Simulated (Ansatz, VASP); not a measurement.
## Two plane-wave programs on SiO2

```
CELL_PARAMETERS angstrom
5.13947 0.00000 0.00000
-2.56974 4.45091 0.00000
0.00000 0.00000 5.38844
ATOMIC_POSITIONS crystal
Si 0.00000 0.50000 0.33333
Si 0.50000 0.50000 0.66667
Si 0.50000 0.00000 0.00000
O 0.58095 0.79047 0.83333
O 0.79047 0.58095 0.50000
O 0.79047 0.20953 0.16667
O 0.41905 0.20953 0.83333
O 0.20953 0.41905 0.50000
O 0.20953 0.79047 0.16667
```

Change from the starting cell: biaxial strain in the a-b plane, c and atoms relaxed: +2.0 %.

Alike in both runs: functional LDA; k mesh 6 × 6 × 4; occupations gaussian, width 0.02 eV; no spin polarisation.

Ansatz relaxed the structure, and its values are those at the end. VASP's run is a single point on that final structure, the one shown.

|  | VASP | Ansatz |
| --- | --- | --- |
| version | VASP 6.6.1 | Ansatz 0.2.0 |
| potentials or method | VASP PAW LDA potentials, release 64 (Si, O) | scalar-relativistic, plane waves, PAW |
| plane-wave cutoff (eV) | 520 | 420 |
| valence electrons in the cell | 48 | 48 |

VASP gave:

* gap on the k mesh at the Fermi level (eV): 5.43
* least direct gap on the mesh (eV): 5.75
* pressure (GPa): -1.3
* rms of the force components (eV/Å): 0.003

**Question.** Which values does Ansatz return?

**Answer.** gap on the k mesh at the Fermi level (eV): 5.43; least direct gap on the mesh (eV): 5.75; pressure (GPa): -1.9; rms of the force components (eV/Å): 0.000.

A k mesh can miss the band edges.
